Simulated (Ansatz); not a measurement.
TaN:

```
CELL_PARAMETERS angstrom
5.19100 0.00000 0.00000
-2.59550 4.49554 0.00000
0.00000 0.00000 2.90800
ATOMIC_POSITIONS crystal
Ta 0.66667 0.33333 0.50000
Ta 0.33333 0.66667 0.50000
Ta 0.00000 0.00000 0.00000
N 0.00000 0.50000 0.00000
N 0.50000 0.50000 0.00000
N 0.50000 0.00000 0.00000
```

Base run:

| Quantity | Value |
| --- | --- |
| Program | Ansatz 0.2.0 |
| Functional | PBE |
| Potentials or basis | Ansatz PAW earlier set |
| Cutoff | 900 eV |
| Density cutoff | 3600 eV |
| k mesh | 6 × 6 × 9 |
| Occupations | fermi-dirac, width 0.05 eV |
| Spin | no spin polarisation |

Its results: band gap on the k mesh none (metal or under the smearing width); pressure 9.8 GPa.

**Question.** The run is repeated on the same cell with these changes: potentials or basis from Ansatz PAW earlier set to PseudoDojo standard (PBE files); cutoff from 900 eV to 1143 eV; density cutoff from 3600 eV to 4572 eV; valence electrons from 96 to 54. What comes out?

**Answer.** Band gap on the k mesh none (metal or under the smearing width); pressure 9.1 GPa.
